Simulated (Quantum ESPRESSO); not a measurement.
# Ge: equation of state with B86bPBE

Ge:

```
CELL_PARAMETERS angstrom
0.00000 2.82891 2.82891
2.82891 0.00000 2.82891
2.82891 2.82891 0.00000
ATOMIC_POSITIONS crystal
Ge 0.75000 0.75000 0.75000
Ge 0.50000 0.50000 0.50000
```

- Program: Quantum ESPRESSO 7.5
- Task: equation of state
- Functional: B86bPBE
- Potentials or basis: PseudoDojo 0.4.1 SR PBE standard
- Cutoff: 1061 eV
- Density cutoff: 4245 eV
- k mesh: 8 × 8 × 8
- Occupations: fermi-dirac, width 0.05 eV
- Spin: no spin polarisation

| Item | Value |
| --- | --- |
| Equilibrium volume | 24.13 Å³/atom (rough: see the caveat) |
| Bulk modulus | 57 GPa (rough) |

Energy against volume, from the lowest point:
```tsv
volume (Å³/atom)	energy (meV/atom)
21.281	75.75
21.733	51.38
22.186	32.47
22.639	18.36
23.092	8.47
23.545	2.48
23.997	0.00
```

All runs of the series together: 3.1 min on 1 thread of AMD EPYC 7B13 (Zen 3), on a shared host.

Caveat: the potentials were made for another functional, which shifts forces and pressure; the minimum lies outside the volumes run.
